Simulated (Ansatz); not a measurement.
**AgCl: frozen-core PAW against all-electron methods**

```
Ag Cl
1.0
     0.00000    2.77315    2.77315
     2.77315    0.00000    2.77315
     2.77315    2.77315    0.00000
Ag Cl
1 1
Cartesian
  2.7731 2.7731 2.7731
  0.0000 0.0000 0.0000
```

Atom numbers follow the list: Ag1, Cl2.

The cell comes from COD entry 9011666, which wasn't checked; take it as a given geometry.

Levels of theory: DFT, LDA, PAW with Ansatz's default frozen-core files, scalar-relativistic (Ansatz 0.2.0); DFT, LDA, all-electron LAPW, scalar-relativistic (Ansatz 0.2.0).

For PAW: a Γ-centred 8×8×8 k mesh, Fermi–Dirac smearing of 0.02 eV, cutoff 420 eV, no spin polarisation; the PAW files were made with PBE, and the program remakes their frozen cores for this functional. LAPW targets a basis error of 0.5 meV/atom. The Ansatz runs share mesh, smearing and spin set-up. Plane-wave (PAW) pressures include the program's estimate of the Pulay term.

Stress and pressure are positive in compression.

Levels count from the top of the valence band.

PAW results:

| quantity | PAW |
| --- | --- |
| pressure (GPa) | -5.57 |
| band gap (eV) | 0.615 |
| highest filled level at K (eV) | -1.078 |
| lowest empty level at K (eV) | 3.344 |
| highest filled level at X (eV) | -1.934 |
| lowest empty level at X (eV) | 2.083 |
| highest filled level at Γ (eV) | -2.304 |
| lowest empty level at Γ (eV) | 0.615 |

**Question.** What does full-potential LAPW give for the same quantities?

**Answer.** 
```tsv
quantity	LAPW
pressure (GPa)	-5.56
band gap (eV)	0.615
highest filled level at K (eV)	-1.079
lowest empty level at K (eV)	3.342
highest filled level at X (eV)	-1.936
lowest empty level at X (eV)	2.081
highest filled level at Γ (eV)	-2.306
lowest empty level at Γ (eV)	0.615
```
